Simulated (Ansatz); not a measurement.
Calculation for K (diamond type): DFT, PBE, all-electron PAW with datasets made for the crystal, scalar-relativistic (Ansatz 0.2.0). This run: the series' base cell.

The cell comes from a relaxation on PAW files under the same functional, begun from a prototype that needn't be the stable phase.

Command: `ansatz run input.yaml --threads 1 --pin off --max-ram 2048MiB --backend cpu --events-out ev --progress --plain --runs-dir out` It took 6.6 s on 1 thread of Arm Neoverse V1, with other jobs on the host, peak memory 0.38 GiB.

```yaml
crystal:
  lattice:
    - [0.0, 4.805553946, 4.805553946]
    - [4.805553946, 0.0, 4.805553946]
    - [4.805553946, 4.805553946, 0.0]
  atoms:
    - { symbol: K, position: [-0.125, -0.125, -0.125] }
    - { symbol: K, position: [0.125, 0.125, 0.125] }
kpoints:
  mp_grid: { grid: [8, 8, 8] }
scf:
  occupations: { method: fermi_dirac, width: 0.1 }
hamiltonian:
  xc: pbe
  pseudopotentials: { kind: all_electron, datasets: crystal }
output:
  forces: true
  stress: true
  eigenvalues: true
```

Output:

```
hamiltonian.pseudopotentials.datasets: crystal makes datasets for this crystal and solves the spheres of its atoms anew in each pass: cutoff 180.0 eV, the density's 720.0 eV; for an error of 0.50 meV an atom under PBE, 1.0 meV for the cell; an energy difference from a run of another recipe may be off by several times the error for the cell, under r2SCAN by more, where some 0.1 meV an atom stays at smaller errors; K in spheres of 1.376 Å, 9 of its electrons in bands
band count auto-derived: 15 (N_el = 18.0; filled up to band 9; 13 by the electrons, moments and atoms)
Engine: ansatz 0.2.0
Pseudopotentials: kind: all_electron
Pseudopotential: K, paw, valence charge 9, recommended cutoff 180 eV (normal), crystal/all_electron/pbe/scalar/gaussian/K, Koelling and Harmon's equation, gaussian nucleus
Functional definition: PBE
  parameter kappa = 0.804
  parameter beta = 0.06672455060314922
  exchange = pbe_x(kappa = kappa, mu = beta*pi^2/3)
  correlation = pbe_c(beta = beta)
Crystal: 2 atoms, lattice volume = 221.953 Å³
Basis set: ecut = 180 eV, 1243 PW (Γ), exchange–correlation on 60×60×60 points (8 copies of the dense FFT grid, shifted against one another)
Bands: 15, of which v1, the nominal top of the filled ones, is band 9 counted from 1 (8 counted from 0)
Symmetry: 48 space group operations
Space group: Fd-3m (ITA 227), of the structure as read, at distance tolerance 6.1e-5 Å
k-points: 29 of 512
Non-local potential: K, projectors of the file, l = 0: 2, l = 1: 3, l = 2: 2
PAW form: soft (Blöchl's): semilocal exchange-correlation on the pseudo side does not see the compensation charge
PAW one-centre angular grid: K, 110 points (default); XC on its mesh's 1971 points in the sphere
Initial density: superposition of atomic densities (neutral atoms: chi_scale 0, normalization atom)
Initial wavefunctions: pseudopotential atomic-orbital guess
Functional: x = pbe(κ = 0.804, μ = 0.2195149727645171), c = pbe(β = 0.06672455060314922)
iter 1 solved again at ethr=2.11e-4 eV; its pass at ethr=1.00e-1 eV (dr2=3.80e-2 eV) is discarded
SCF iter   1: F=—  HF=-32768.675945 eV  |F-HF|=—  |Δ(HF+E_count)|=         —  Δρ=2.53e-3  dr2=3.71e-2  ethr=2.11e-4  ⟨swp⟩=12.8  Hψ=3933  notcnv=0
preconditioner: auto → LDOS  [metal: Δε(μ)=0.137 eV  Ē_g=2.630 eV  σ=0.100 eV  W_gap=0.32  n_scr=14 (ndim 8)  ℏωp=3.5 eV  f_vac=0.080  D(μ)=1.60/eV (n_scr^D=8)  β→1.0]
SCF iter   2: F=—  HF=-32768.663505 eV  |F-HF|=—  |Δ(HF+E_count)|=   1.24e-2  Δρ=1.48e-3  dr2=5.05e-3  ethr=2.06e-4  ⟨swp⟩=3.0  Hψ=1199  notcnv=0
SCF iter   3: F=—  HF=-32768.664865 eV  |F-HF|=—  |Δ(HF+E_count)|=   1.36e-3  Δρ=3.16e-4  dr2=5.32e-4  ethr=2.81e-5  ⟨swp⟩=2.0  Hψ=1611  notcnv=0
iter 4 solved again at ethr=2.46e-7 eV; its pass at ethr=2.96e-6 eV (dr2=4.42e-5 eV) is discarded
SCF iter   4: F=—  HF=-32768.664832 eV  |F-HF|=—  |Δ(HF+E_count)|=   3.31e-5  Δρ=1.01e-4  dr2=4.53e-5  ethr=2.46e-7  ⟨swp⟩=2.9  Hψ=1848  notcnv=0
SCF iter   5: F=—  HF=-32768.664833 eV  |F-HF|=—  |Δ(HF+E_count)|=   1.50e-6  Δρ=1.40e-5  dr2=1.25e-6  ethr=2.46e-7  ⟨swp⟩=3.0  Hψ=860  notcnv=0
SCF iter   6: F=-32768.664835 eV  HF=-32768.664835 eV  |F-HF|=4.38e-8  |Δ(HF+E_count)|=   1.40e-6  Δρ=4.39e-6  dr2=6.01e-8  ethr=6.95e-9  ⟨swp⟩=4.0  Hψ=983  notcnv=0
SCF 1 converged in 6 iterations: F = -32768.664835 eV  dr2 = 6.01e-8
  Residual-converged pass: ⟨swp⟩=5.3  Hψ=1172  notcnv=0  max |occ|·‖R‖ = 5.2e-6 eV (tolerance 5.3e-6 eV)  dr2=6.01e-8  dr2_onsite=1.99e-8  max |Δocc| = 2.9e-8
  greatest PAW one-centre occupation: 0.987 electrons in one spin orbital (limit 2), on the K atom at site 1 (counted from 0), in its partial waves of l = 0
SCF converged after 6 iterations
Free energy (F): -32768.664835 eV
Harris-Foulkes:  -32768.664835 eV  (|F-HF|=4.38e-8)
Internal energy: -32768.611915 eV  (E = F + TS)
E sigma→0 (E₀):  -32768.638375 eV
Entropy (-TS):   -0.052920 eV (-26.460 meV/atom)
Past the cutoff: the bands carry plane waves up to 1.75 times it, of which those up to 1.5 times it add -0.000271 eV an atom, each by itself; the spheres take 0.000719 eV an atom off the energy for waves past 1.75 times it
By the cutoff:   a pressure is off by up to 0.005 GPa (1.2 times the spheres' own share and the shells' term, over an atom's volume, and 0.004 GPa: a bound that held against runs at twice the plane waves)
Past the cutoffs: a stress includes 0.0005 GPa for waves and charges beyond them, in addition to the slope of what the spheres take
In the spheres:  the bands' charges fall short by 1.4e-6 e at most (sound up to 1e-3)
Fermi energy:    0.555655 eV
--- Per-component energies (eV) ---
  E_band       = -314.652240
  E_kinetic    = 185.345869
  E_local      = -1555.054862  (includes V_loc(G=0)·N_el)
  E_nonlocal   = 123.406260
  E_hartree    = 700.767185
  E_xc         = -91.592988
  E_vxc        = -118.527974  (∫ρ·V_xc dr)
  E_paw        = -33071.987909  (= ΣΔE_a)
  E_vpaw       = -1945.587715  (= ΣTr[D̂ρ^β])
  E_ewald      = -653.723444
  E_smearing   = -0.052920  (= −TS)
  E_closure    = 1594.227974  (closes the sum)
  Σ components = -32768.664835   (vs F -32768.664835, Δ=0.00e0)
  The terms above E_closure are by the made datasets' own strengths, without shells solved beside the bands.
--- Forces (eV/Å), atoms counted from 1 ---
  atom   1  K      0.00000000     0.00000000     0.00000000
  atom   2  K     -0.00000000    -0.00000000    -0.00000000
  max |Σ_I F_I| component: 2.31e-18 eV/Å
--- Stress (GPa, compression-positive) ---
        0.007658      -0.000000      -0.000000
        0.000000       0.007658       0.000000
        0.000000       0.000000       0.007658
  P = ⅓ Tr σ = 0.0077 GPa (0.077 kbar)
--- Band table (eV; the first three rows and the last of 29) ---
  k-point 0: bands = ["-32.0478", "-32.0351", "-15.5503", "-15.5503", "-15.5503", "-15.4916", "-15.4916", "-15.4916", "-1.1063", "2.9165", "2.9165", "2.9165", "3.2231"]
  k-point 1: bands = ["-32.0475", "-32.0354", "-15.5513", "-15.5513", "-15.5500", "-15.4921", "-15.4907", "-15.4907", "-1.0235", "2.4494", "2.8513", "2.8513", "3.2111"]
  k-point 2: bands = ["-32.0465", "-32.0364", "-15.5534", "-15.5534", "-15.5492", "-15.4934", "-15.4886", "-15.4886", "-0.7793", "1.6802", "2.7674", "2.7674", "3.0954"]
  k-point 28: bands = ["-32.0415", "-32.0415", "-15.5624", "-15.5624", "-15.5215", "-15.5215", "-15.4801", "-15.4801", "0.7903", "0.7903", "1.2221", "1.2221", "3.3790"]
```

Next run (volume at 0.6 of the series' base cell), as changes to the input before:

```diff
   lattice:
-    - [0.0, 4.805553946, 4.805553946]
-    - [4.805553946, 0.0, 4.805553946]
-    - [4.805553946, 4.805553946, 0.0]
+    - [0.0, 4.0531611729, 4.0531611729]
+    - [4.0531611729, 0.0, 4.0531611729]
+    - [4.0531611729, 4.0531611729, 0.0]
   atoms:
```

Results part of the output:

```
SCF 1 converged in 8 iterations: F = -32768.387002 eV  dr2 = 4.48e-8
  Residual-converged pass: ⟨swp⟩=4.6  Hψ=941  notcnv=0  max |occ|·‖R‖ = 5.3e-6 eV (tolerance 5.3e-6 eV)  dr2=4.28e-8  dr2_onsite=3.13e-8  max |Δocc| = 1.2e-7
  greatest PAW one-centre occupation: 0.987 electrons in one spin orbital (limit 2), on the K atom at site 1 (counted from 0), in its partial waves of l = 0
SCF converged after 8 iterations
Free energy (F): -32768.387002 eV
Harris-Foulkes:  -32768.387002 eV  (|F-HF|=1.19e-8)
Internal energy: -32768.339131 eV  (E = F + TS)
E sigma→0 (E₀):  -32768.363067 eV
Entropy (-TS):   -0.047871 eV (-23.936 meV/atom)
Past the cutoff: the bands carry plane waves up to 1.75 times it, of which those up to 1.5 times it add -0.000161 eV an atom, each by itself; the spheres take 0.000281 eV an atom off the energy for waves past 1.75 times it
By the cutoff:   a pressure is off by up to 0.005 GPa (1.2 times the spheres' own share and the shells' term, over an atom's volume, and 0.004 GPa: a bound that held against runs at twice the plane waves)
Past the cutoffs: a stress includes 0.0002 GPa for waves and charges beyond them, in addition to the slope of what the spheres take
In the spheres:  the bands' charges fall short by 2.9e-7 e at most (sound up to 1e-3)
Fermi energy:    2.475974 eV
--- Per-component energies (eV) ---
  E_band       = -282.937132
  E_kinetic    = 203.110842
  E_local      = -1319.925493  (includes V_loc(G=0)·N_el)
  E_nonlocal   = 84.649929
  E_hartree    = 601.031606
  E_xc         = -99.646061
  E_vxc        = -129.015609  (∫ρ·V_xc dr)
  E_paw        = -33081.093740  (= ΣΔE_a)
  E_vpaw       = -1942.420878  (= ΣTr[D̂ρ^β])
  E_ewald      = -775.074847
  E_smearing   = -0.047871  (= −TS)
  E_closure    = 1618.608634  (closes the sum)
  Σ components = -32768.387002   (vs F -32768.387002, Δ=0.00e0)
  The terms above E_closure are by the made datasets' own strengths, without shells solved beside the bands.
--- Forces (eV/Å), atoms counted from 1 ---
  atom   1  K     -0.00000000    -0.00000000    -0.00000000
  atom   2  K      0.00000000    -0.00000000     0.00000000
  max |Σ_I F_I| component: 2.31e-18 eV/Å
--- Stress (GPa, compression-positive) ---
        1.428924      -0.000000       0.000000
       -0.000000       1.428924       0.000000
        0.000000       0.000000       1.428924
  P = ⅓ Tr σ = 1.4289 GPa (14.289 kbar)
--- Band table (eV; the first three rows and the last of 29) ---
  k-point 0: bands = ["-30.3122", "-30.2174", "-13.8790", "-13.8790", "-13.8790", "-13.6397", "-13.6397", "-13.6397", "0.1722", "5.1821", "5.1821", "5.2115", "5.2115"]
  k-point 1: bands = ["-30.3095", "-30.2201", "-13.8838", "-13.8838", "-13.8796", "-13.6406", "-13.6349", "-13.6349", "0.2983", "4.8243", "4.9535", "4.9535", "5.4489"]
  k-point 2: bands = ["-30.3023", "-30.2274", "-13.8946", "-13.8946", "-13.8812", "-13.6426", "-13.6241", "-13.6241", "0.6669", "3.9221", "4.7537", "4.7537", "5.4061"]
  k-point 28: bands = ["-30.2649", "-30.2649", "-13.9402", "-13.9402", "-13.7633", "-13.7633", "-13.5816", "-13.5816", "2.8954", "2.8954", "3.2297", "3.2297", "5.6108"]
  guard bands above this table: 0 of the run's 13 bands, where the rule asks 2: the bands that hold charge and the lowest empty level above them stay in the table. A level can be missing at the table's top as with no guard band: raise scf.n_extra_bands
```

Next run (volume at 0.52 of the series' base cell), as changes to the input before:

```diff
   lattice:
-    - [0.0, 4.0531611729, 4.0531611729]
-    - [4.0531611729, 0.0, 4.0531611729]
-    - [4.0531611729, 4.0531611729, 0.0]
+    - [0.0, 3.864362907, 3.864362907]
+    - [3.864362907, 0.0, 3.864362907]
+    - [3.864362907, 3.864362907, 0.0]
   atoms:
```

Results part of the output:

```
SCF 1 converged in 8 iterations: F = -32768.185035 eV  dr2 = 1.28e-8
  Residual-converged pass: ⟨swp⟩=5.1  Hψ=1206  notcnv=0  max |occ|·‖R‖ = 5.2e-6 eV (tolerance 5.3e-6 eV)  dr2=2.09e-8  dr2_onsite=1.09e-8  max |Δocc| = 2.2e-6
  greatest PAW one-centre occupation: 0.987 electrons in one spin orbital (limit 2), on the K atom at site 1 (counted from 0), in its partial waves of l = 0
SCF converged after 8 iterations
Free energy (F): -32768.185035 eV
Harris-Foulkes:  -32768.185035 eV  (|F-HF|=7.06e-9)
Internal energy: -32768.136453 eV  (E = F + TS)
E sigma→0 (E₀):  -32768.160744 eV
Entropy (-TS):   -0.048581 eV (-24.291 meV/atom)
Past the cutoff: the bands carry plane waves up to 1.75 times it, of which those up to 1.5 times it add -0.000176 eV an atom, each by itself; the spheres take 0.000282 eV an atom off the energy for waves past 1.75 times it
By the cutoff:   a pressure is off by up to 0.005 GPa (1.2 times the spheres' own share and the shells' term, over an atom's volume, and 0.004 GPa: a bound that held against runs at twice the plane waves)
Past the cutoffs: a stress includes 0.0003 GPa for waves and charges beyond them, in addition to the slope of what the spheres take
In the spheres:  the bands' charges fall short by 9.7e-8 e at most (sound up to 1e-3)
Fermi energy:    3.197961 eV
--- Per-component energies (eV) ---
  E_band       = -271.373495
  E_kinetic    = 203.765076
  E_local      = -1255.059107  (includes V_loc(G=0)·N_el)
  E_nonlocal   = 84.826902
  E_hartree    = 573.980075
  E_xc         = -100.056437
  E_vxc        = -129.568407  (∫ρ·V_xc dr)
  E_paw        = -33081.592698  (= ΣΔE_a)
  E_vpaw       = -1942.237298  (= ΣTr[D̂ρ^β])
  E_ewald      = -812.942094
  E_smearing   = -0.048581  (= −TS)
  E_closure    = 1618.941829  (closes the sum)
  Σ components = -32768.185035   (vs F -32768.185035, Δ=0.00e0)
  The terms above E_closure are by the made datasets' own strengths, without shells solved beside the bands.
--- Forces (eV/Å), atoms counted from 1 ---
  atom   1  K     -0.00000000    -0.00000000     0.00000000
  atom   2  K      0.00000000    -0.00000000     0.00000000
  max |Σ_I F_I| component: 1.73e-18 eV/Å
--- Stress (GPa, compression-positive) ---
        2.283299       0.000000       0.000000
       -0.000000       2.283299      -0.000000
       -0.000000       0.000000       2.283299
  P = ⅓ Tr σ = 2.2833 GPa (22.833 kbar)
--- Band table (eV; the first three rows and the last of 29) ---
  k-point 0: bands = ["-29.7015", "-29.5452", "-13.2927", "-13.2927", "-13.2927", "-12.9542", "-12.9542", "-12.9542", "0.7208", "5.8463", "5.8463", "6.0184"]
  k-point 1: bands = ["-29.6971", "-29.5496", "-13.2999", "-13.2999", "-13.2943", "-12.9550", "-12.9469", "-12.9469", "0.8627", "5.6340", "5.6340", "5.6884"]
  k-point 2: bands = ["-29.6852", "-29.5616", "-13.3161", "-13.3161", "-13.2988", "-12.9562", "-12.9306", "-12.9306", "1.2753", "4.7734", "5.4270", "5.4270"]
  k-point 28: bands = ["-29.6236", "-29.6236", "-13.3845", "-13.3845", "-13.1294", "-13.1294", "-12.8667", "-12.8667", "3.5258", "3.5258", "4.2091", "4.2091"]
```

Next run (volume at 0.45 of the series' base cell), as changes to the input before:

```diff
   lattice:
-    - [0.0, 3.864362907, 3.864362907]
-    - [3.864362907, 0.0, 3.864362907]
-    - [3.864362907, 3.864362907, 0.0]
+    - [0.0, 3.6825413167, 3.6825413167]
+    - [3.6825413167, 0.0, 3.6825413167]
+    - [3.6825413167, 3.6825413167, 0.0]
   atoms:
```

Results part of the output:

```
SCF 1 converged in 9 iterations: F = -32767.910472 eV  dr2 = 1.31e-8
  Residual-converged pass: ⟨swp⟩=2.3  Hψ=515  notcnv=0  max |occ|·‖R‖ = 5.2e-6 eV (tolerance 5.3e-6 eV)  dr2=1.31e-8  dr2_onsite=9.93e-9  max |Δocc| = 2.3e-8
  greatest PAW one-centre occupation: 0.987 electrons in one spin orbital (limit 2), on the K atom at site 1 (counted from 0), in its partial waves of l = 0
SCF converged after 9 iterations
Free energy (F): -32767.910472 eV
Harris-Foulkes:  -32767.910472 eV  (|F-HF|=4.59e-8)
Internal energy: -32767.860055 eV  (E = F + TS)
E sigma→0 (E₀):  -32767.885263 eV
Entropy (-TS):   -0.050417 eV (-25.209 meV/atom)
Past the cutoff: the bands carry plane waves up to 1.75 times it, of which those up to 1.5 times it add -0.000197 eV an atom, each by itself; the spheres take 0.000283 eV an atom off the energy for waves past 1.75 times it
By the cutoff:   a pressure is off by up to 0.005 GPa (1.2 times the spheres' own share and the shells' term, over an atom's volume, and 0.004 GPa: a bound that held against runs at twice the plane waves)
Past the cutoffs: a stress includes 0.0004 GPa for waves and charges beyond them, in addition to the slope of what the spheres take
In the spheres:  the bands' charges fall short by 2.2e-7 e at most (sound up to 1e-3)
Fermi energy:    4.022107 eV
--- Per-component energies (eV) ---
  E_band       = -258.047607
  E_kinetic    = 204.602693
  E_local      = -1187.327251  (includes V_loc(G=0)·N_el)
  E_nonlocal   = 85.064931
  E_hartree    = 546.304452
  E_xc         = -100.525008
  E_vxc        = -130.202927  (∫ρ·V_xc dr)
  E_paw        = -33082.001135  (= ΣΔE_a)
  E_vpaw       = -1941.894519  (= ΣTr[D̂ρ^β])
  E_ewald      = -853.080252
  E_smearing   = -0.050417  (= −TS)
  E_closure    = 1619.101516  (closes the sum)
  Σ components = -32767.910472   (vs F -32767.910472, Δ=0.00e0)
  The terms above E_closure are by the made datasets' own strengths, without shells solved beside the bands.
--- Forces (eV/Å), atoms counted from 1 ---
  atom   1  K      0.00000000    -0.00000000    -0.00000000
  atom   2  K     -0.00000000    -0.00000000     0.00000000
  max |Σ_I F_I| component: 4.63e-18 eV/Å
--- Stress (GPa, compression-positive) ---
        3.468854       0.000000       0.000000
        0.000000       3.468854       0.000000
       -0.000000      -0.000000       3.468854
  P = ⅓ Tr σ = 3.4689 GPa (34.689 kbar)
--- Band table (eV; the first three rows and the last of 29) ---
  k-point 0: bands = ["-29.0118", "-28.7587", "-12.6277", "-12.6277", "-12.6277", "-12.1560", "-12.1560", "-12.1560", "1.3883", "6.5968", "6.5968", "6.9277"]
  k-point 1: bands = ["-29.0048", "-28.7660", "-12.6383", "-12.6383", "-12.6311", "-12.1563", "-12.1452", "-12.1452", "1.5485", "6.3914", "6.3914", "6.6637"]
  k-point 2: bands = ["-28.9856", "-28.7856", "-12.6621", "-12.6621", "-12.6404", "-12.1555", "-12.1209", "-12.1209", "2.0100", "5.7561", "6.1820", "6.1820"]
  k-point 28: bands = ["-28.8861", "-28.8861", "-12.7632", "-12.7632", "-12.4001", "-12.4001", "-12.0259", "-12.0259", "4.2469", "4.2469", "5.3699", "5.3699"]
```
